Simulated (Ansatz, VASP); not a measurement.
**One calculation of As, two programs**

The input INCAR:

```
ALGO = Normal
EDIFF = 1E-7
ENCUT = 520
GGA = PE
ISIF = 2
ISMEAR = 0
LASPH = True
LCHARG = True
LELF = True
LREAL = False
LVHAR = True
LWAVE = False
NBANDS = 12
NELM = 100
PREC = Accurate
SIGMA = 0.3
```

Contents of KPOINTS:

```
k-points
0
Gamma
  10 10 10
```

Contents of POSCAR:

```
As
1.0
    1.9036109523      1.0990502958      3.6081612956
   -1.9036109523      1.0990502958      3.6081612956
    0.0000000000     -2.1981005915      3.6081612956
As
2
Direct
    0.7737100447      0.7737100447      0.7737100447
    0.2262899553      0.2262899553      0.2262899553
```

Input for Ansatz:

```yaml
crystal:
  lattice:
    - [1.9036109523, 1.0990502958, 3.6081612956]
    - [-1.9036109523, 1.0990502958, 3.6081612956]
    - [0.0, -2.1981005915, 3.6081612956]
  atoms:
    - { symbol: As, position: [0.7737100447, 0.7737100447, 0.7737100447] }
    - { symbol: As, position: [0.2262899553, 0.2262899553, 0.2262899553] }
hamiltonian:
  xc: pbe
  pseudopotentials:
    kind: paw
    azcp:
      As: "pseudopotentials/As.paw.azcp"
basis:
  ecutwfc: 420
  fft_grid_basis: typed
kpoints:
  mp_grid: { grid: [10, 10, 10], shift: [0, 0, 0] }
magnetization:
  spin_polarized: false
scf:
  occupations: { method: gaussian, width: 0.3 }
  lower_state_search: "off"
output:
  stress: true
  write_density: true
  write_potential: true
  elf: true
  volumetric_format: npy
```

Alike in both runs: task single point; functional PBE; k mesh 10 × 10 × 10; occupations gaussian, width 0.3 eV; no spin polarisation.

```csv
,VASP,Ansatz
version,VASP 6.6.1,Ansatz 0.2.0
potentials or method,"VASP PAW PBE potentials, release 64 (As)","plane waves (420 eV) with PAW, scalar-relativistic"
plane-wave cutoff (eV),520,420
valence electrons in the cell,10,30
```

Ansatz gave:

```
pressure (GPa) : 0.0
```

**Question.** Which values does VASP return?

**Answer.** Pressure (GPa): 0.2.

The functional is the same, so the differences come from potentials, cutoffs and numerics. The two sets of potentials don't hold the same shells in valence.
